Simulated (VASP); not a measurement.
GaN:

```
Ga N
1.0
     3.18000    0.00000    0.00000
    -1.59000    2.75396    0.00000
     0.00000    0.00000    5.16600
Ga N
2 2
Direct
  0.33333 0.66667 0.00000
  0.66667 0.33333 0.50000
  0.33333 0.66667 0.37500
  0.66667 0.33333 0.87500
```

Base run:

* Program: VASP 6.6.1
* Functional: PBEsol
* Potentials or basis: VASP PAW PBE potentials, release 64 (Ga_d, N)
* Cutoff: 520 eV
* k mesh: 8 × 8 × 5
* Occupations: fermi-dirac, width 0.02 eV
* Spin: no spin polarisation

Its results: band gap on the k mesh 1.93 eV, direct; pressure 0.8 GPa; largest force 0.131 eV/Å.

Task: The run is repeated on the same cell with these changes: functional from PBEsol to LDA; potentials or basis from VASP PAW PBE potentials, release 64 (Ga_d, N) to VASP PAW LDA potentials, release 64 (Ga_d, N). What comes out?

Result: Band gap on the k mesh 1.99 eV, direct; pressure -3.5 GPa; largest force 0.128 eV/Å.

Caveats: the PAW data sets were made with another functional, which shifts forces and pressure a little (some runs).

